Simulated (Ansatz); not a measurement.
Crystal: CuO.

```
Cu O
1.0
     3.28802    0.00000    0.00000
    -1.64401    2.84751    0.00000
     0.00000    0.00000    5.38502
Cu O
2 2
Cartesian
  1.6440 0.9492 0.0000
  0.0000 1.8983 2.6925
  1.6440 0.9492 3.3667
  0.0000 1.8983 0.6742
```

Measurements of this composition are mostly on another form, of space group No. 15.

* Program: Ansatz 0.2.0
* Task: relaxation of cell and atoms
* Functional: r2SCAN
* Potentials or basis: Ansatz PAW
* Cutoff: 500 eV (not typed: the program's choice for these potentials)
* k mesh: 9 × 9 × 5
* Occupations: fermi-dirac, width 0.05 eV
* Spin: no spin polarisation

At the start: volume 12.60 Å³/atom.

**Question.** Where does the relaxation end?

**Answer.** It ends after 8 steps and the volume is 11.08 Å³/atom (-12.1 %); space group P6_3mc (No. 186, to 0.05 Å).

The path:
```csv
step,energy change (eV),largest force (eV/Å),volume (Å³)
1,0.0000,0.0625,50.42
2,-0.2255,0.0931,47.39
3,-0.3084,0.1894,43.77
4,-0.3174,0.1646,43.94
5,-0.3238,0.0543,44.30
6,-0.3249,0.0069,44.31
7,-0.3249,0.0006,44.31
8,-0.3206,0.0005,44.31
```

Final structure:
```
Cu O
1.0
     3.09369    0.00000    0.00000
    -1.54685    2.67921    0.00000
     0.00000    0.00000    5.34533
Cu O
2 2
Direct
  0.66667 0.33333 0.99047
  0.33333 0.66667 0.49047
  0.66667 0.33333 0.63473
  0.33333 0.66667 0.13473
```

Caveat: the plane-wave basis is chosen anew once the cell has moved, so the energies of steps on either side of that aren't comparable; the run has no spin polarisation, though such a crystal can be magnetic; the PAW data sets come from PBE, with cores solved anew for the run's functional, which leaves a small shift of forces and pressure.
